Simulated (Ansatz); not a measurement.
# A point defect in BaO: O vacancy

A defect calculation: O vacancy in BaO, supercell of 32 sites.

Method: DFT PBE, scalar-relativistic, plane waves, PAW, in Ansatz 0.2.0.

2 further runs of the same task are left out: 2 set aside as unsound or not needed.

**1. The system as given**

The structure is cubic, space group Fm-3m (No. 225). Conventional cell: a = 5.574 Å, b = 5.574 Å, c = 5.574 Å, α = 90.00°, β = 90.00°, γ = 90.00°. Around Ba (site symmetry m-3m) lie 6 O at 2.79 Å. O (site symmetry m-3m) has 6 Ba at 2.79 Å as nearest neighbours.

Structure file:

```cif
data_structure
_symmetry_space_group_name_H-M 'Fm-3m'
_symmetry_Int_Tables_number 225
_cell_length_a 5.5740
_cell_length_b 5.5740
_cell_length_c 5.5740
_cell_angle_alpha 90.000
_cell_angle_beta 90.000
_cell_angle_gamma 90.000
_cell_volume 173.18
loop_
_atom_site_label
_atom_site_type_symbol
_atom_site_symmetry_multiplicity
_atom_site_Wyckoff_symbol
_atom_site_fract_x
_atom_site_fract_y
_atom_site_fract_z
_atom_site_occupancy
Ba1 Ba 4 a 0.00000 0.00000 0.00000 1
O1 O 4 b 0.50000 0.00000 0.00000 1
```

It goes back to an entry of the Materials Project.

This cell was relaxed beforehand with the same method: volume 21.65 Å³/atom, gap on the mesh 2.10 eV.

The perfect supercell (rows 3 -1 -1; -1 3 -1; -1 -1 3 in vectors of this cell) was computed beforehand with the same settings: E(σ→0) = -104312.7269 eV for 32 atoms, gap 2.41 eV on its own mesh.

**2. The defect cell**

The atom at (0.500, 0.750, 0.250) of the supercell is taken out. The other atoms start on their ideal sites. Its neighbours are 6 Ba at 2.79 Å.

**3. Relaxing the defect**

Contents of input.yaml:

```yaml
crystal:
  lattice:
    - [-5.5739975587, 5.5739975587, 5.5739975587]
    - [5.5739975587, -5.5739975587, 5.5739975587]
    - [5.5739975587, 5.5739975587, -5.5739975587]
  atoms:
    - { symbol: Ba, position: [0.5, 0.0, 0.5] }
    - { symbol: Ba, position: [0.5, 0.25, 0.25] }
    - { symbol: Ba, position: [0.5, 0.5, 0.0] }
    - { symbol: Ba, position: [0.75, 0.75, 0.5] }
    - { symbol: Ba, position: [0.5, 0.75, 0.75] }
    - { symbol: Ba, position: [0.75, 0.0, 0.25] }
    - { symbol: Ba, position: [0.75, 0.25, 0.0] }
    - { symbol: Ba, position: [0.0, 0.5, 0.5] }
    - { symbol: Ba, position: [0.75, 0.5, 0.75] }
    - { symbol: Ba, position: [0.0, 0.75, 0.25] }
    - { symbol: Ba, position: [0.0, 0.0, 0.0] }
    - { symbol: Ba, position: [0.25, 0.25, 0.5] }
    - { symbol: Ba, position: [0.0, 0.25, 0.75] }
    - { symbol: Ba, position: [0.25, 0.5, 0.25] }
    - { symbol: Ba, position: [0.25, 0.75, 0.0] }
    - { symbol: Ba, position: [0.25, 0.0, 0.75] }
    - { symbol: O, position: [0.5, 0.0, 0.0] }
    - { symbol: O, position: [0.5, 0.25, 0.75] }
    - { symbol: O, position: [0.75, 0.5, 0.25] }
    - { symbol: O, position: [0.5, 0.5, 0.5] }
    - { symbol: O, position: [0.75, 0.75, 0.0] }
    - { symbol: O, position: [0.75, 0.0, 0.75] }
    - { symbol: O, position: [0.0, 0.25, 0.25] }
    - { symbol: O, position: [0.75, 0.25, 0.5] }
    - { symbol: O, position: [0.0, 0.5, 0.0] }
    - { symbol: O, position: [0.0, 0.75, 0.75] }
    - { symbol: O, position: [0.25, 0.0, 0.25] }
    - { symbol: O, position: [0.0, 0.0, 0.5] }
    - { symbol: O, position: [0.25, 0.25, 0.0] }
    - { symbol: O, position: [0.25, 0.5, 0.75] }
    - { symbol: O, position: [0.25, 0.75, 0.5] }
  host:
    lattice:
      - [0.0, 2.7869987793, 2.7869987793]
      - [2.7869987793, 0.0, 2.7869987793]
      - [2.7869987793, 2.7869987793, 0.0]
    atoms:
      - { symbol: Ba, position: [0.0, 0.0, 0.0] }
      - { symbol: O, position: [0.5, 0.5, 0.5] }
basis:
  ecutwfc: 420
  xc_grid: 2
kpoints:
  mp_grid: { grid: [2, 2, 2], shift: [0.5, 0.5, 0.5] }
hamiltonian:
  xc: pbe
scf:
  occupations: { method: gaussian, width: 0.01 }
output:
  forces: true
  stress: false
  eigenvalues: true
  charged_corrections: { defect_position: [0.5, 0.75, 0.25] }
  write_density: true
  write_potential: true
  elf: true
  volumetric_format: npy
relax:
  adjacent_minimum: "off"
  f_tol: 0.025
  max_steps: 45
```

The run is started by

```bash
> ansatz run input.yaml --threads 4 --pin off --max-ram 6144MiB --backend cpu --events-out ev --progress --plain --runs-dir out
```

Before running it: what results should come out? Wanted: formation energy, neutral; nearest atoms after relaxation, one image of each, neutral.

The runs gave:

| quantity | value |
| --- | --- |
| formation energy, neutral | 5.87 eV |
| nearest atoms after relaxation, one image of each, neutral | 6 Ba at 2.89 Å |

**Reading.** The neutral defect costs 5.87 eV against the elements. That is the O-rich limit, where a vacancy costs most; where O is scarce it costs less. Spin polarisation was off in the neutral run, so a moment could not show there. With 32 host sites the defect feels its images, so energies are good to tenths of an eV at best. A distortion of lower symmetry was not tried. Where the defect's electrons or holes spill into a band, band filling in so small a cell adds more. The final runs have no spin polarisation, so no magnetic state was tried and one may lie lower.
